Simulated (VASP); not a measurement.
# VASP inputs for SnTe (strained zincblende)

INCAR

```
IBRION = -1
EDIFF = 1E-7
LWAVE = .FALSE.
ISIF = 2
SIGMA = 0.02
GGA = PE
PREC = Accurate
ISMEAR = -1
NBANDS = 17
NELM = 120
NSW = 0
ENCUT = 520
LELF = .TRUE.
LREAL = .FALSE.
LCHARG = .TRUE.
LASPH = .TRUE.
```

KPOINTS

```
KPOINTS created by Atomic Simulation Environment
0
Gamma
6 6 6
0 0 0
```

KPOINTS_OPT

```
special points
6
Reciprocal
0.0000000000 0.0000000000 0.0000000000 1
-0.5000000000 -0.5000000000 0.0000000000 1
-0.3750000000 -0.3750000000 0.2500000000 1
-0.3750000000 0.0000000000 0.3750000000 1
0.0000000000 0.0000000000 0.5000000000 1
-0.5000000000 -0.2500000000 0.2500000000 1
```

POSCAR

```
Sn Te
 1.0000000000000000
     0.0940795803750001    3.5839840136749999    3.5839840136743435
     3.5839840136749999    0.0940795803750001    3.5839840136743435
     3.6780635940000002    3.6780635940000002   -0.0000000000513124
 Sn  Te
   1   1
Cartesian
  0.0000000000002641  0.0000000000002641  0.0378667469218555
  1.8390317970122361  1.8390317970122361  1.7541252599024879
```

VASP ran with the recommended PBE PAW datasets (20 valence electrons in the cell).

Question: Estimate the main results of this run.

Answer: gap between bands v and c 0.06 eV; least direct gap 0.77 eV; pressure 0.5 GPa; largest force 0.01 eV/Å.

Band v is the last that the valence electrons fill when counted band by band, and c is the next. Levels in eV from the top of v:

```tsv
point	v−1	v	c	c+1
Γ	-2.01	-1.89	0.91	0.99
X	-3.07	-0.79	0.15	3.83
K	-3.03	-0.53	1.14	2.93
L	-2.43	-1.95	1.81	1.85
W	-3.39	0.00	1.39	2.18
```
